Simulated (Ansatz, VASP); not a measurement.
**Pd in VASP and in Ansatz**

```
Pd
1.0
     0.01216    1.94490    1.94490
     1.95706    0.00000    1.95706
     1.94490    1.94490    0.01216
Pd
1
Direct
  0.00000 0.00000 0.00000
```

Change from the starting cell: strain +0.0125 x Voigt [0, 0, 0, 0, 1, 0], atoms carried along.

Alike in both runs: task single point; functional PBE; k mesh 20 × 20 × 20; occupations gaussian, width 0.15 eV; no spin polarisation.

|  | VASP | Ansatz |
| --- | --- | --- |
| version | VASP 6.6.1 | Ansatz 0.2.0 |
| potentials or method | VASP PAW PBE potentials, release 64 (Pd) | scalar-relativistic, plane waves, PAW |
| plane-wave cutoff (eV) | 520 | 420 |
| valence electrons in the cell | 10 | 18 |

Ansatz gave:

```
gap on the k mesh at the Fermi level (eV)       : none
pressure (GPa)                                  : 7.7
largest component of the traceless stress (GPa) : 1.01
```

Task: Which values does VASP return?

Result: gap on the k mesh at the Fermi level (eV): none; pressure (GPa): 7.4; largest component of the traceless stress (GPa): 1.01.

A gap of «none» marks a metal or a gap that the smearing closes. The two sets of potentials don't hold the same shells in valence.
